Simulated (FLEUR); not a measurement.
# CdSe (F-43m) in FLEUR: single point with PBEsol

Aim: the single point of CdSe with PBEsol.

Everything below comes from runs of FLEUR MaX-R8.1 (later development tree). Logs are shortened: lines on timing, memory, paths and dates and some standing lists are left out, and cuts for length are marked.

**1. The crystal as given**

It takes space group F-43m (No. 216, cubic). The conventional cell has a = 6.141 Å, b = 6.141 Å, c = 6.141 Å, α = 90.00°, β = 90.00°, γ = 90.00°. Cd (site symmetry -43m) has 4 Se at 2.66 Å as nearest neighbours. Se (site symmetry -43m) has 4 Cd at 2.66 Å as nearest neighbours.

Measurements of this composition are mostly on another form, of space group No. 186.

**2. Single point, PBEsol**

File inp.xml:

```xml
<?xml version="1.0" encoding="UTF-8" standalone="no"?>
<fleurInput fleurInputVersion="0.39">
   <comment>
      CdSe                                                                                                
   </comment>
   <calculationSetup>
      <cutoffs Kmax="4.73" Gmax="14.7" GmaxXC="14.7" numbands="0"/>
      <scfLoop itmax="60" minDistance="0.00001" maxIterBroyd="15" imix="Anderson" alpha="0.05" precondParam="0.0" spinf="2.0" sdNocoIR="T"/>
      <coreElectrons ctail="T" frcor="F" kcrel="0" coretail_lmax="0"/>
      <xcFunctional name="PBEs" relativisticCorrections="F"/>
      <magnetism jspins="1"/>
      <soc l_soc="F" theta="0.0" phi="0.0" spav="F"/>
      <expertModes spex="0" secvar="F"/>
      <geometryOptimization l_f="F" forcealpha="1.0" forcemix="BFGS" epsdisp="0.00001" epsforce="0.00001"/>
      <ldaU l_linMix="F" mixParam="0.05" spinf="1.0"/>
   </calculationSetup>
   <cell>
      <bzIntegration valenceElectrons="36.0" mode="hist" fermiSmearingEnergy="0.00183747">
         <kPointListSelection listName="default-1"/>
         <!-- k-points included here -->
         <xi:include xmlns:xi="http://www.w3.org/2001/XInclude" href="kpts.xml"> </xi:include>
      </bzIntegration>
      <!-- symmetry operations included here -->
      <xi:include xmlns:xi="http://www.w3.org/2001/XInclude" href="sym.xml"> </xi:include>
      <bulkLattice scale="1.0">
         <bravaisMatrix>
            <row-1>    0.0000000000000000     5.8019716936013745     5.8019716936013745</row-1>
            <row-2>    5.8019716936013745     0.0000000000000000     5.8019716936013745</row-2>
            <row-3>    5.8019716936013745     5.8019716936013745     0.0000000000000000</row-3>
         </bravaisMatrix>
      </bulkLattice>
   </cell>
   <atomSpecies>
      <species name="Cadmium (Cd)" element="Cd" atomicNumber="48">
         <mtSphere radius="2.44" gridPoints="833" logIncrement="0.015"/>
         <atomicCutoffs lmax="10" lnonsphr="10"/>
         <electronConfig flipSpins="F">
            <coreConfig>(1s1/2) (2s1/2) (2p1/2) (2p3/2) (3s1/2) (3p1/2) (3p3/2) (3d3/2) (3d5/2)</coreConfig>
            <valenceConfig>(4s1/2) (4p1/2) (4p3/2) (5s1/2) (4d3/2) (4d5/2)</valenceConfig>
         </electronConfig>
         <energyParameters s="5" p="5" d="4" f="4"/>
         <lo type="SCLO" l="0" n="4" eDeriv="0"/>
         <lo type="SCLO" l="1" n="4" eDeriv="0"/>
         <lo type="SCLO" l="1" n="4" eDeriv="1"/>
         <lo type="SCLO" l="2" n="4" eDeriv="2"/>
         <lo type="SCLO" l="3" n="4" eDeriv="2"/>
      </species>
      <species name="Selenium (Se)" element="Se" atomicNumber="34">
         <mtSphere radius="2.07" gridPoints="707" logIncrement="0.018"/>
         <atomicCutoffs lmax="9" lnonsphr="9"/>
         <electronConfig flipSpins="F">
            <coreConfig>(1s1/2) (2s1/2) (2p1/2) (2p3/2) (3s1/2) (3p1/2) (3p3/2)</coreConfig>
            <valenceConfig>(3d3/2) (3d5/2) (4s1/2) (4p1/2) (4p3/2)</valenceConfig>
            <stateOccupation state="(4p1/2)" spinUp="0.666667" spinDown="0.666667"/>
            <stateOccupation state="(4p3/2)" spinUp="1.333333" spinDown="1.333333"/>
         </electronConfig>
         <energyParameters s="4" p="4" d="4" f="4"/>
         <lo type="SCLO" l="2" n="3" eDeriv="0"/>
         <lo type="SCLO" l="0" n="4" eDeriv="2"/>
         <lo type="SCLO" l="1" n="4" eDeriv="2"/>
         <lo type="SCLO" l="3" n="4" eDeriv="2"/>
      </species>
   </atomSpecies>
   <atomGroups>
      <atomGroup species="Cadmium (Cd)">
         <relPos label="                   1">.0000000000 .0000000000 .0000000000</relPos>
         <force calculate="T" relaxXYZ="TTT"/>
      </atomGroup>
      <atomGroup species="Selenium (Se)">
         <relPos label="                   2">1.000/4.000 1.000/4.000 1.000/4.000</relPos>
         <force calculate="T" relaxXYZ="TTT"/>
      </atomGroup>
   </atomGroups>
   <output dos="F" band="F" slice="F">
      <checks vchk="F" cdinf="F"/>
      <bandDOS minEnergy="-.5*Htr" maxEnergy="0.5*Htr" sigma="0.015" storeEVData="T"/>
      <vacuumDOS vacdos="F" integ="F" star="F" nstars="0" locx1="0.0" locy1="0.0" locx2="0.0" locy2="0.0" nstm="0" tworkf="0.0"/>
      <unfoldingBand unfoldBand="F" supercellX="1" supercellY="1" supercellZ="1"/>
      <plotting iplot="0" polar="F">
         <plot TwoD="T" vec1="  1.0  0.0  0.0" vec2="  0.0  1.0  0.0" vec3="  0.0  0.0  1.0" zero="  0.0  0.0  0.0" file="plot"/>
      </plotting>
      <chargeDensitySlicing numkpt="0" minEigenval="0.0" maxEigenval="0.0" nnne="0" pallst="F"/>
      <specialOutput eonly="F"/>
      <moessbauerParams electricFieldGradient="T" isomerShift="T" coreHyperfine="T" valenceHyperfine="T"/>
      <magneticCircularDichroism mcd="F" energyLo="-10.0" energyUp="0.0"/>
   </output>
  <!-- We include the file relax.xml here to enable relaxations (see documentation) -->
  <xi:include xmlns:xi="http://www.w3.org/2001/XInclude" href="relax.xml"> <xi:fallback/> </xi:include>
</fleurInput>
```

File crystal.txt:

```
CdSe
&input cartesian=F /
0.0000000000  3.0702711986  3.0702711986
3.0702711986  0.0000000000  3.0702711986
3.0702711986  3.0702711986  0.0000000000
1.8897261246
1.0 1.0 1.0

2
48 0.0000000000  0.0000000000  0.0000000000
34 0.2500000000  0.2500000000  0.2500000000

&kpt div1=8 div2=8 div3=8 gamma=T /
```

Potentials or basis: all-electron, FLAPW.

The run is started by

```sh
inpgen -f crystal.txt -profile fastHighL
# inp.xml edited to the form shown
fleur_MPI
```

The program printed:

```text
Welcome to FLEUR        (www.flapw.de)
      MaX-Release 8.1          (www.max-centre.eu)

 ========== k-point set info ==========
 Selected k-point list: default-1
 k-point list type: mesh
 8 x 8 x 8
 Number of k points: 29

 ------------Calculation Setup---------------------------
 Number of MPI-tasks      :            1
 Number of PE/node        :            1
 Number of OMP-threads    :            1
 Most efficient MPI parallelization for:
           1          29
 Additional eigenvalue parallelization possible
 Number of basis functions:          795
 Approximate size of matrices (H+S) per k-point:         0.019 GB
 --------------------------------------------------------
 Iteration:     1   Distance:       5.82932593 me/bohr^3
 Iteration:     2   Distance:       5.27060155 me/bohr^3
 Iteration:     3   Distance:       3.11120643 me/bohr^3
 Iteration:     4   Distance:       1.12068761 me/bohr^3
 Iteration:     5   Distance:       0.87084015 me/bohr^3
 Iteration:     6   Distance:       0.14286817 me/bohr^3
 Iteration:     7   Distance:       0.07440548 me/bohr^3
 Iteration:     8   Distance:       0.05351720 me/bohr^3
 Iteration:     9   Distance:       0.00537979 me/bohr^3
 Iteration:    10   Distance:       0.00546517 me/bohr^3
 Iteration:    11   Distance:       0.00090010 me/bohr^3
 Iteration:    12   Distance:       0.00034549 me/bohr^3
 Iteration:    13   Distance:       0.00016167 me/bohr^3
 Iteration:    14   Distance:       0.00001107 me/bohr^3
 Iteration:    15   Distance:       0.00001138 me/bohr^3
 Iteration:    16   Distance:       0.00000990 me/bohr^3

 ********************************************************************
 Run finished successfully
 Stop message:
   all done
 ********************************************************************
```

out.xml (last iteration):

```text
<iteration numberForCurrentRun="   16" overallNumber="   16">
         <energyParameters units="Htr">
            <atomicEP atomType="1" spin="1" branch="5s" branchLowest="-3.59" branchHighest="1.32" value="0.0107025872"/>
            <atomicEP atomType="1" spin="1" branch="5p" branchLowest="-2.15" branchHighest="2.01" value="0.1693695739"/>
            <atomicEP atomType="1" spin="1" branch="4d" branchLowest="-14.16" branchHighest="-0.02" value="-0.1319590888"/>
            <atomicEP atomType="1" spin="1" branch="4f" branchLowest="-9.99" branchHighest="2.12" value="0.4838987993"/>
            <loAtomicEP atomType="1" spin="1" branch="4s" branchLowest="-26.64" branchHighest="-3.59" value="-3.5917423863"/>
            <loAtomicEP atomType="1" spin="1" branch="4p" branchLowest="-21.77" branchHighest="-2.15" value="-2.1680692042"/>
            <loAtomicEP atomType="1" spin="1" branch="4p" branchLowest="-21.77" branchHighest="-2.15" value="-2.1680692042"/>
            <loAtomicEP atomType="1" spin="1" branch="4d" branchLowest="-14.16" branchHighest="-0.02" value="-0.1403197471"/>
            <loAtomicEP atomType="1" spin="1" branch="4f" branchLowest="-9.99" branchHighest="2.12" value="0.4839014295"/>
            <atomicEP atomType="2" spin="1" branch="4s" branchLowest="-7.45" branchHighest="0.63" value="-0.3608602750"/>
            <atomicEP atomType="2" spin="1" branch="4p" branchLowest="-5.23" branchHighest="1.40" value="-0.0663935315"/>
            <atomicEP atomType="2" spin="1" branch="4d" branchLowest="-1.56" branchHighest="2.73" value="0.1634379513"/>
            <atomicEP atomType="2" spin="1" branch="4f" branchLowest="-9.99" branchHighest="3.65" value="0.3258924198"/>
            <loAtomicEP atomType="2" spin="1" branch="3d" branchLowest="-9.99" branchHighest="-1.56" value="-1.5751162424"/>
            <loAtomicEP atomType="2" spin="1" branch="4s" branchLowest="-7.45" branchHighest="0.63" value="-0.3608602750"/>
            <loAtomicEP atomType="2" spin="1" branch="4p" branchLowest="-5.23" branchHighest="1.40" value="-0.0685138665"/>
            <loAtomicEP atomType="2" spin="1" branch="4f" branchLowest="-9.99" branchHighest="3.65" value="0.3258951754"/>
         </energyParameters>
         <eigenvalues>
            <eigenvaluesAt spin="1" ikpt="1" k_x="0.00000000" k_y="0.00000000" k_z="0.00000000">
                      -3.5917342167       -2.1618918073       -2.1618918073       -2.1618918073       -1.5770039143
                      -1.5770039143       -1.5770039143       -1.5768865833       -1.5768865833       -0.3215780921
                      -0.1507340675       -0.1507340675       -0.1507340675       -0.1378485060       -0.1378485060
                       0.1365244800        0.1365244800        0.1365244800        0.1521730155        0.3520955191
                       0.3520955191        0.3520955191        0.4852326882        0.5419768759        0.5419768759
                       0.5722789543        0.5722789543        0.5722789543
            </eigenvaluesAt>
            <eigenvaluesAt spin="1" ikpt="2" k_x="0.00000000" k_y="0.00000000" k_z="0.12500000">
                      -3.5917341764       -2.1618930307       -2.1618919769       -2.1618919769       -1.5769986145
                      -1.5769986145       -1.5769983604       -1.5768833640       -1.5768833640       -0.3196967966
                      -0.1501421030       -0.1501421030       -0.1490544310       -0.1378802068       -0.1378802068
                       0.0913827551        0.1321178364        0.1321178364        0.1901124371        0.3433032971
                       0.3593166628        0.3593166628        0.5120661620        0.5122385539        0.5122385539
                       0.5546863783        0.6221973519        0.6221973519
            </eigenvaluesAt>
            <eigenvaluesAt spin="1" ikpt="3" k_x="0.00000000" k_y="0.00000000" k_z="0.25000000">
                      -3.5917340908       -2.1618961611       -2.1618924985       -2.1618924985       -1.5769999858
                      -1.5769976944       -1.5769976944       -1.5768825401       -1.5768825401       -0.3150992738
                      -0.1488494621       -0.1488494621       -0.1433903852       -0.1377791413       -0.1377791413
[... 32 lines left out ...]
            <state n="3" l="2" j="1.5" energy="-14.3123647616" weight="2.0000000000"/>
            <state n="3" l="2" j="2.5" energy="-14.0557683827" weight="3.0000000000"/>
         </coreStates>
         <coreStates atomType="     2" atomicNumber=" 34" spin="1" kinEnergy="   2277.8847673663" eigValSum="  -1390.1296643526" lostElectrons=" 0.000505">
            <state n="1" l="0" j="0.5" energy="-458.6680839518" weight="1.0000000000"/>
            <state n="2" l="0" j="0.5" energy="-58.6158893595" weight="1.0000000000"/>
            <state n="2" l="1" j="0.5" energy="-52.5588143957" weight="1.0000000000"/>
            <state n="2" l="1" j="1.5" energy="-51.0260004458" weight="2.0000000000"/>
            <state n="3" l="0" j="0.5" energy="-7.4531931267" weight="1.0000000000"/>
            <state n="3" l="1" j="0.5" energy="-5.3828232012" weight="1.0000000000"/>
            <state n="3" l="1" j="1.5" energy="-5.1670136249" weight="2.0000000000"/>
         </coreStates>
         <allElectronCharges>
            <spinDependentCharge spin="1" total="82.0000000" interstitial="4.2434916" mtSpheres="77.7565084"/>
            <totalCharge value="81.9999999968"/>
         </allElectronCharges>
         <moessbauerParams unitsHFF="kG" unitsIS="e/bohr^3" unitsEFG="Htr/bohr^2">
            <coreIsomerShift atomType="1" isTotal="161294.82228">
               <shell n="1" l="0" isomerShift="141438.51834"/>
               <shell n="2" l="0" isomerShift="16315.10209"/>
               <shell n="2" l="1" isomerShift="357.92518"/>
               <shell n="3" l="0" isomerShift="3109.93485"/>
               <shell n="3" l="1" isomerShift="73.34179"/>
               <shell n="3" l="2" isomerShift="0.00001"/>
            </coreIsomerShift>
            <coreIsomerShift atomType="2" isTotal="39904.70322">
               <shell n="1" l="0" isomerShift="35630.75112"/>
               <shell n="2" l="0" isomerShift="3653.08714"/>
               <shell n="2" l="1" isomerShift="36.79598"/>
               <shell n="3" l="0" isomerShift="578.18943"/>
               <shell n="3" l="1" isomerShift="5.87955"/>
            </coreIsomerShift>
            <isomerShift atomType="1" nucleusRadius="0.0001140" averageDensity="161922.28666"/>
            <isomerShift atomType="2" nucleusRadius="0.0001013" averageDensity="39959.66151"/>
            <electricFieldGradient atomType="1" VXX="0.00000" VYY="0.00000" VZZ="0.00000" asymParam="0.00000">
            </electricFieldGradient>
            <electricFieldGradient atomType="2" VXX="0.00000" VYY="0.00000" VZZ="0.00000" asymParam="0.00000">
            </electricFieldGradient>
         </moessbauerParams>
         <totalEnergy                                    value="    -8022.0663122654" units="Htr">
            <sumOfEigenvalues                            value="    -4766.0085926626">
               <coreElectrons value="-4728.4323884630"/>
               <valenceElectrons value="-37.5762041996"/>
            </sumOfEigenvalues>
            <densityCoulombPotentialIntegral value="-12803.2854211632"/>
            <densityEffectivePotentialIntegral value="-13116.6002272636"/>
            <chargeDenXCDenIntegral value="-238.5034224146"/>
            <FockExchangeEnergyValence value="0.0000000000"/>
            <FockExchangeEnergyCore value="0.0000000000"/>
            <atomTypeDependentContributions atomType="1">
               <electronNucleiInteractionDifferentMTs value="6773.4546814776"/>
               <MadelungTerm value="-20.0188061690"/>
            </atomTypeDependentContributions>
            <atomTypeDependentContributions atomType="2">
               <electronNucleiInteractionDifferentMTs value="2917.6796046541"/>
               <MadelungTerm value="-21.3587215695"/>
            </atomTypeDependentContributions>
            <tkbTimesEntropy value="0.0000025309"/>
            <freeEnergy value="-8022.0663147963"/>
            <extrapolationTo0K value="-8022.0663135308"/>
         </totalEnergy>
         <densityConvergence units="me/bohr^3">
            <chargeDensity spin="1" distance="0.0000099022"/>
         </densityConvergence>
      </iteration>
```

It took 4.2 min on 1 thread of Arm Neoverse V2, shared host; peak memory 0.08 GiB.

What came out:

- Free energy: -218291.5450 eV
- Band gap on the k mesh: 0.43 eV, direct
- Valence electrons inside the program's atomic spheres: Cd 18.29; Se 13.47 (radii Cd 2.44, Se 2.07 bohr)

Core levels (eV from the Fermi level):
```
atom                                                                                                                             levels
1 Cd  1s1/2 -26491.4, 2s1/2 -3928.8, 2p1/2 -3657.7, 2p3/2 -3465.4, 3s1/2 -728.8, 3p1/2 -620.1, 3p3/2 -585.8, 3d3/2 -393.4, 3d5/2 -386.4
2 Se                              1s1/2 -12485.0, 2s1/2 -1599.0, 2p1/2 -1434.2, 2p3/2 -1392.5, 3s1/2 -206.8, 3p1/2 -150.4, 3p3/2 -144.6
```
